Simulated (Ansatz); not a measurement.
# CuAu: an energy map of one atom

This session takes CuAu and sets out to map the energy of atom 2 (Au) over a plane.

Computed with Ansatz 0.2.0 (DFT PBE, scalar-relativistic, plane waves, PAW, unless a step's input says otherwise).

### 1 The starting structure

It takes space group P4/mmm (No. 123, tetragonal). Conventional cell: a = 2.800 Å, b = 2.800 Å, c = 3.670 Å, α = 90.00°, β = 90.00°, γ = 90.00°. Cu (site symmetry 4/mmm) has 8 Au at 2.70 Å and 4 Cu at 2.80 Å in its first shell of neighbours. Au (site symmetry 4/mmm) has 8 Cu at 2.70 Å and 4 Au at 2.80 Å in its first shell of neighbours.

As a file:

```
Cu Au
1.0
     2.80000    0.00000    0.00000
     0.00000    2.80000    0.00000
     0.00000    0.00000    3.67000
Cu Au
1 1
Cartesian
  1.4000 1.4000 1.8350
  0.0000 0.0000 0.0000
```

The cell is taken as given, not relaxed at this level.

### 2 Zero of energy

Reference values: F = -19774.5823 eV; pressure 6.76 GPa; largest force 0.000 eV/Å; gap on the mesh none (metal). It was computed beforehand with the settings of the runs below.

### 3 The scan: an energy map of one atom

Atom 2 (Au) is moved by p along (0.000, 1.000, 0.000) and q along (0.000, 0.000, 1.000) (Å), all else fixed; its images in the other cells move with it. Points alike by symmetry are run once.

### 4 Point p = -0.300, q = -0.300

File input.yaml:

```yaml
crystal:
  lattice:
    - [2.8, 0.0, 0.0]
    - [0.0, 2.8, 0.0]
    - [0.0, 0.0, 3.67]
  atoms:
    - { symbol: Cu, position: [0.5, 0.5, 0.5] }
    - { symbol: Au, position: [0.0, -0.1071428571, -0.0817438692] }
basis:
  ecutwfc: 420
kpoints:
  mp_grid: { grid: [18, 18, 14] }
hamiltonian:
  xc: pbe
scf:
  occupations: { method: gaussian, width: 0.15 }
output:
  forces: true
  stress: true
  eigenvalues: true
  write_density: true
  write_potential: true
  elf: true
  volumetric_format: npy
```

On the command line:

```console
$ ansatz run input.yaml --threads 1 --pin off --max-ram 2560MiB --backend cpu --events-out ev --progress --plain --runs-dir out
```

### 5 Point p = -0.300, q = 0.000

File input.yaml:

```yaml
crystal:
  lattice:
    - [2.8, 0.0, 0.0]
    - [0.0, 2.8, 0.0]
    - [0.0, 0.0, 3.67]
  atoms:
    - { symbol: Cu, position: [0.5, 0.5, 0.5] }
    - { symbol: Au, position: [0.0, -0.1071428571, 0.0] }
basis:
  ecutwfc: 420
kpoints:
  mp_grid: { grid: [18, 18, 14] }
hamiltonian:
  xc: pbe
scf:
  occupations: { method: gaussian, width: 0.15 }
output:
  forces: true
  stress: true
  eigenvalues: true
```

### 6 Point p = 0.000, q = -0.300

input.yaml: that of step 5 with these lines changed.

```diff
@@ -7,3 +7,3 @@
     - { symbol: Cu, position: [0.5, 0.5, 0.5] }
-    - { symbol: Au, position: [0.0, -0.1071428571, 0.0] }
+    - { symbol: Au, position: [0.0, 0.0, -0.0817438692] }
 basis:
@@ -20 +20,5 @@
   eigenvalues: true
+  write_density: true
+  write_potential: true
+  elf: true
+  volumetric_format: npy
```

### 7 Point p = -0.300, q = -0.150

input.yaml: that of step 6 with these lines changed.

```diff
@@ -7,3 +7,3 @@
     - { symbol: Cu, position: [0.5, 0.5, 0.5] }
-    - { symbol: Au, position: [0.0, 0.0, -0.0817438692] }
+    - { symbol: Au, position: [0.0, -0.1071428571, -0.0408719346] }
 basis:
@@ -20,5 +20 @@
   eigenvalues: true
-  write_density: true
-  write_potential: true
-  elf: true
-  volumetric_format: npy
```

### 8 p = -0.150, q = -0.300

input.yaml: that of step 7 with these lines changed.

```diff
@@ -7,3 +7,3 @@
     - { symbol: Cu, position: [0.5, 0.5, 0.5] }
-    - { symbol: Au, position: [0.0, -0.1071428571, -0.0408719346] }
+    - { symbol: Au, position: [0.0, -0.0535714286, -0.0817438692] }
 basis:
```

### 9 Point p = -0.150, q = 0.000

input.yaml: that of step 8 with these lines changed.

```diff
@@ -7,3 +7,3 @@
     - { symbol: Cu, position: [0.5, 0.5, 0.5] }
-    - { symbol: Au, position: [0.0, -0.0535714286, -0.0817438692] }
+    - { symbol: Au, position: [0.0, -0.0535714286, 0.0] }
 basis:
@@ -20 +20,5 @@
   eigenvalues: true
+  write_density: true
+  write_potential: true
+  elf: true
+  volumetric_format: npy
```

### 10 At p = 0.000, q = -0.150

input.yaml: that of step 9 with these lines changed.

```diff
@@ -7,3 +7,3 @@
     - { symbol: Cu, position: [0.5, 0.5, 0.5] }
-    - { symbol: Au, position: [0.0, -0.0535714286, 0.0] }
+    - { symbol: Au, position: [0.0, 0.0, -0.0408719346] }
 basis:
@@ -20,5 +20 @@
   eigenvalues: true
-  write_density: true
-  write_potential: true
-  elf: true
-  volumetric_format: npy
```

### 11 At p = -0.150, q = -0.150

input.yaml: that of step 10 with these lines changed.

```diff
@@ -7,3 +7,3 @@
     - { symbol: Cu, position: [0.5, 0.5, 0.5] }
-    - { symbol: Au, position: [0.0, 0.0, -0.0408719346] }
+    - { symbol: Au, position: [0.0, -0.0535714286, -0.0408719346] }
 basis:
```

(Steps that only read results are left out.)

What does the calculation give? Wanted: highest point; lowest point away from the origin.

**Answer**, as computed:

| quantity | value |
| --- | --- |
| highest point | 0.614 eV/cell at (p, q) = (-0.300, -0.300) |
| lowest point away from the origin | 0.042 eV/cell at (-0.150, 0.000) |

The undisturbed cell is the lowest computed point. Read as harmonic, the points at ±0.150 Å give force constants of 3.74 eV/Å² along p and 7.54 eV/Å² along q: the atom moves more easily along p. Spin-orbit coupling is left out for Au.
